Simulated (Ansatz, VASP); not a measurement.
**Two plane-wave programs on Si**

The input POSCAR:

```
Si
1.0
    0.0000000000      2.6667602745      2.6667602745
    2.6667602745      0.0000000000      2.6667602745
    2.6667602745      2.6667602745      0.0000000000
Si
2
Direct
    0.7500000000      0.7500000000      0.7500000000
    0.5000000000      0.5000000000      0.5000000000
```

The input INCAR.step1:

```
PREC = Accurate
ENCUT = 520
ISMEAR = -1
SIGMA = 0.02
LREAL = False
LASPH = True
NELM = 60
NBANDS = 11
GGA = PE
ALGO = Normal
EDIFF = 1E-4
LWAVE = True
LCHARG = False
```

File INCAR.step2:

```
PREC = Accurate
ENCUT = 520
EDIFF = 1E-8
ISMEAR = -1
SIGMA = 0.02
LREAL = False
LASPH = True
NELM = 60
ALGO = Normal
ISIF = 2
LWAVE = False
LCHARG = False
METAGGA = R2SCAN
LMIXTAU = True
LEFG = True
NBANDS = 11
ISTART = 1
```

Contents of KPOINTS:

```
Automatic mesh
0
Gamma
  10 10 10
```

Input for Ansatz:

```yaml
crystal:
  lattice:
    - [0.0, 2.6667602745, 2.6667602745]
    - [2.6667602745, 0.0, 2.6667602745]
    - [2.6667602745, 2.6667602745, 0.0]
  atoms:
    - { symbol: Si, position: [0.75, 0.75, 0.75] }
    - { symbol: Si, position: [0.5, 0.5, 0.5] }
kpoints:
  mp_grid: { grid: [10, 10, 10] }
scf:
  occupations: { method: fermi_dirac, width: 0.02 }
hamiltonian:
  xc: r2scan
  pseudopotentials: { kind: paw }
output:
  forces: true
  stress: true
  eigenvalues: true
  efg: { contact_densities: true }
```

Change from the starting cell: volume scaled by 0.9405, PAW files.

Alike in both runs: task electric field gradients; functional r2SCAN; k mesh 10 × 10 × 10; occupations fermi-dirac, width 0.02 eV; no spin polarisation.

|  | VASP | Ansatz |
| --- | --- | --- |
| version | VASP 6.6.1 | Ansatz 0.2.0 |
| potentials or method | VASP PAW PBE potentials, release 64 (Si) | PAW with Ansatz's default frozen-core files, scalar-relativistic |
| plane-wave cutoff (eV) | 520 | 500 |
| valence electrons in the cell | 8 | 8 |

|  | VASP | Ansatz | Ansatz less VASP |
| --- | --- | --- | --- |
| pressure (GPa) | 6.5 | 6.8 | +0.26 |
| Vzz of the field gradient on the site that differs most (V/Å²) | 0.0 | 0.0 | 0.00 |

Caveats: the PAW data sets were made with another functional, which shifts forces and pressure a little (VASP). A k mesh can miss the band edges.
